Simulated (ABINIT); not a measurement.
# TaN (Pm-3m) in ABINIT: single point with PBE

Aim: the single point of TaN with PBE.

Program: ABINIT 10.8.3 (patched build). These are calculated values, not measurements. Logs are shortened: lines on timing, memory, paths and dates and some standing lists are left out, and cuts for length are marked. The log counts tension as positive stress, the text compression.

## (1) The structure

It takes space group Pm-3m (No. 221, cubic). The conventional cell has a = 2.732 Å, b = 2.732 Å, c = 2.732 Å, α = 90.00°, β = 90.00°, γ = 90.00°. Around Ta (site symmetry m-3m) lie 8 N at 2.37 Å. N (site symmetry m-3m) is surrounded by 8 Ta at 2.37 Å.

The cell comes from a database or a generator and needn't be the stable form of this composition.

## (2) Single point, PBE

The input, run.abi:

```
# Pseudopotentials
pp_dirpath "./"
pseudos "Ta.upf, N.upf"

# Structure
acell 5.1633132223 5.1633132223 5.1633132223
rprim
     1.0000000000     0.0000000000     0.0000000000
     0.0000000000     1.0000000000     0.0000000000
     0.0000000000     0.0000000000     1.0000000000
ntypat 2
znucl 73 7
natom 2
typat 1 2
xred
     0.0000000000     0.0000000000     0.0000000000
     0.5000000000     0.5000000000     0.5000000000

# Plane-wave basis
ecut 35.0

# k points
kptopt 1
ngkpt 8 8 8
nshiftk 1
shiftk 0.0 0.0 0.0

# Exchange and correlation
ixc 11

# Bands and occupations
nband 13
occopt 3
tsmear 0.05 eV

# SCF cycle
nstep 100
tolvrs 1.0e-10

# Output
iomode 3
prtwf 0
prteig 0
prtebands 0
enunit 2
prtden 1
prtvha 1
prtvclmb 1
prtpot 1
prtelf 1
```

Potentials or basis: PseudoDojo NC SR PBE v0.4.1 standard.

The run is started by

```bash
$ mpirun --bind-to none -np 4 abinit run.abi > log 2>&1
```

run.abo:

```text
.Version 10.8.3 of ABINIT
 Symmetries : space group Pm -3 m (#221); Bravais cP (primitive cubic)
================================================================================
 Values of the parameters that define the memory need of the present run
     intxc =       0    ionmov =       0      iscf =       7    lmnmax =       8
     lnmax =       8     mgfft =      30  mpssoang =       4    mqgrid =    3001
     natom =       2  nloc_mem =       1    nspden =       1   nspinor =       1
    nsppol =       1      nsym =      48    n1xccc =    2501    ntypat =       2
    occopt =       3   xclevel =       2
       mpw =        1382          nfft =       27000          nkpt =          35
================================================================================
================================================================================

--------------------------------------------------------------------------------
------------- Echo of variables that govern the present computation ------------
--------------------------------------------------------------------------------
 -outvars: echo values of preprocessed input variables --------
            acell      5.1633132223E+00  5.1633132223E+00  5.1633132223E+00 Bohr
              amu      1.80947900E+02  1.40067400E+01
             ecut      3.50000000E+01 Hartree
           enunit           2
              ixc          11
         kptrlatt        8    0    0      0    8    0      0    0    8
          kptrlen      4.13065058E+01
            natom           2
            nband          13
            ngfft          30      30      30
             nkpt          35
            nstep         100
             nsym          48
           ntypat           2
           occopt           3
        prtebands           0
           prteig           0
           prtelf           1
           prtpot           1
         prtvclmb           1
           prtvha           1
            prtwf           0
          spgroup         221
           tolvrs      1.00000000E-10
           tsmear      1.83746611E-03 Hartree
            typat      1  2
           xangst      0.0000000000E+00  0.0000000000E+00  0.0000000000E+00
                       1.3661538441E+00  1.3661538441E+00  1.3661538441E+00
            xcart      0.0000000000E+00  0.0000000000E+00  0.0000000000E+00
                       2.5816566111E+00  2.5816566111E+00  2.5816566111E+00
             xred      0.0000000000E+00  0.0000000000E+00  0.0000000000E+00
                       5.0000000000E-01  5.0000000000E-01  5.0000000000E-01
            znucl       73.00000    7.00000

================================================================================

 chkinp: Checking input parameters for consistency.

[... 107 lines left out ...]
 Atom  Sphere_radius  Integrated_density
    1        2.00000          9.35352993
    2        2.00000          5.18615242
================================================================================

 ----iterations are completed or convergence reached----

 Mean square residual over all n,k,spin=   60.512E-09; max=  11.034E-06
 reduced coordinates (array xred) for    2 atoms
       0.000000000000      0.000000000000      0.000000000000
       0.500000000000      0.500000000000      0.500000000000
 rms dE/dt=  0.0000E+00; max dE/dt=  0.0000E+00; dE/dt below (all hartree)
    1       0.000000000000      0.000000000000      0.000000000000
    2       0.000000000000      0.000000000000      0.000000000000

 cartesian coordinates (angstrom) at end:
    1      0.00000000000000     0.00000000000000     0.00000000000000
    2      1.36615384407083     1.36615384407083     1.36615384407083

 cartesian forces (hartree/bohr) at end:
    1     -0.00000000000000    -0.00000000000000    -0.00000000000000
    2     -0.00000000000000    -0.00000000000000    -0.00000000000000
 frms,max,avg= 0.0000000E+00 0.0000000E+00   0.000E+00  0.000E+00  0.000E+00 h/b

 cartesian forces (eV/Angstrom) at end:
    1     -0.00000000000000    -0.00000000000000    -0.00000000000000
    2     -0.00000000000000    -0.00000000000000    -0.00000000000000
 frms,max,avg= 0.0000000E+00 0.0000000E+00   0.000E+00  0.000E+00  0.000E+00 e/A
 length scales=  5.163313222300  5.163313222300  5.163313222300 bohr
              =  2.732307688142  2.732307688142  2.732307688142 angstroms
 Fermi (or HOMO) energy (hartree) =   0.60737   Average Vxc (hartree)=  -0.52147
 Eigenvalues (hartree) for nkpt=  35  k points:
 kpt#   1, nband= 13, wtk=  0.00195, kpt=  0.0000  0.0000  0.0000 (reduced coord)
  -1.92816   -0.67797   -0.67797   -0.67797   -0.06391    0.43473    0.43473    0.51173
   0.51173    0.51173    0.70300    0.76132    0.76132
      occupation numbers for kpt#   1
   2.00000    2.00000    2.00000    2.00000    2.00000    2.00000    2.00000    2.00000
   2.00000    2.00000    0.00000    0.00000    0.00000
 prteigrs : prtvol=0 or 1, do not print more k-points.

 Fermi (or HOMO) energy (eV) =  16.52735   Average Vxc (eV)= -14.18997
 Eigenvalues (   eV  ) for nkpt=  35  k points:
 kpt#   1, nband= 13, wtk=  0.00195, kpt=  0.0000  0.0000  0.0000 (reduced coord)
 -52.46783  -18.44853  -18.44853  -18.44853   -1.73907   11.82961   11.82961   13.92500
  13.92500   13.92500   19.12960   20.71659   20.71659
 prteigrs : prtvol=0 or 1, do not print more k-points.

--- !EnergyTerms
iteration_state     : {dtset: 1, }
comment             : Components of total free energy in Hartree
kinetic             :  2.43483217331258E+01
hartree             :  6.80436110728654E+00
xc                  : -1.79375422133280E+01
Ewald energy        : -6.33979926198688E+01
psp_core            :  3.51700986275666E+00
local_psp           : -3.25344745358234E+01
non_local_psp       :  3.70133047258290E+00
internal            : -7.54989861932683E+01
'-kT*entropy'       : -4.75747501453812E-04
total_energy        : -7.54994619407697E+01
total_energy_eV     : -2.05444502023403E+03
band_energy         : -4.57313417773695E+00
...

 Cartesian components of stress tensor (hartree/bohr^3)
  sigma(1 1)= -2.45418547E-04  sigma(3 2)=  0.00000000E+00
  sigma(2 2)= -2.45418547E-04  sigma(3 1)=  0.00000000E+00
  sigma(3 3)= -2.45418547E-04  sigma(2 1)=  0.00000000E+00

-Cartesian components of stress tensor (GPa)         [Pressure=  7.2205E+00 GPa]
- sigma(1 1)= -7.22046293E+00  sigma(3 2)=  0.00000000E+00
- sigma(2 2)= -7.22046293E+00  sigma(3 1)=  0.00000000E+00
- sigma(3 3)= -7.22046293E+00  sigma(2 1)=  0.00000000E+00

== END DATASET(S) ==============================================================
================================================================================

 -outvars: echo values of variables after computation  --------
            acell      5.1633132223E+00  5.1633132223E+00  5.1633132223E+00 Bohr
           etotal     -7.5499461941E+01
            fcart     -0.0000000000E+00 -0.0000000000E+00 -0.0000000000E+00
                      -0.0000000000E+00 -0.0000000000E+00 -0.0000000000E+00
           strten     -2.4541854655E-04 -2.4541854655E-04 -2.4541854655E-04
                       0.0000000000E+00  0.0000000000E+00  0.0000000000E+00
           xangst      0.0000000000E+00  0.0000000000E+00  0.0000000000E+00
                       1.3661538441E+00  1.3661538441E+00  1.3661538441E+00
             xred      0.0000000000E+00  0.0000000000E+00  0.0000000000E+00
                       5.0000000000E-01  5.0000000000E-01  5.0000000000E-01
 Calculation completed.
```

Wall time 6.5 s (4 MPI ranks of Arm Neoverse V1, shared host); peak memory 0.24 GiB.

Results:

* Free energy: -2054.4450 eV
* Pressure: 7.2 GPa
* Band gap on the k mesh: none (metal or under the smearing width)
* Valence electrons inside the program's atomic spheres: Ta 9.35; N 5.19

The run has no spin-orbit coupling, so splittings on Ta are missing.
